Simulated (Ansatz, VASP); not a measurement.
# Na: VASP beside Ansatz

```xyz
2
Lattice="3.8166 0.0000 0.0000 -1.9083 3.3052 0.0000 0.0000 0.0000 6.2350" Properties=species:S:1:pos:R:3 pbc="T T T"
Na    0.0000    2.2035    1.5587
Na    1.9083    1.1017    4.6762
```

Change from the starting cell: volume scaled by 1.04, crystal datasets.

Alike in both runs: task electric field gradients; functional LDA; k mesh 11 × 11 × 6; occupations fermi-dirac, width 0.05 eV; no spin polarisation.

|  | VASP | Ansatz |
| --- | --- | --- |
| version | VASP 6.6.1 | Ansatz 0.2.0 |
| potentials or method | VASP PAW LDA potentials, release 64 (Na_pv), cutoff 520 eV | all-electron PAW with datasets made for the crystal, scalar-relativistic |

```tsv
	VASP	Ansatz	Ansatz less VASP
pressure (GPa)	-1.1	-1.1	+0.01
largest component of the traceless stress (GPa)	0.16	0.16	0.000
Vzz of the field gradient on the site that differs most (V/Å²)	-0.5	-0.4	+0.03
```

Ansatz ran all-electron here, so the differences hold the error of VASP's frozen core and of both bases.
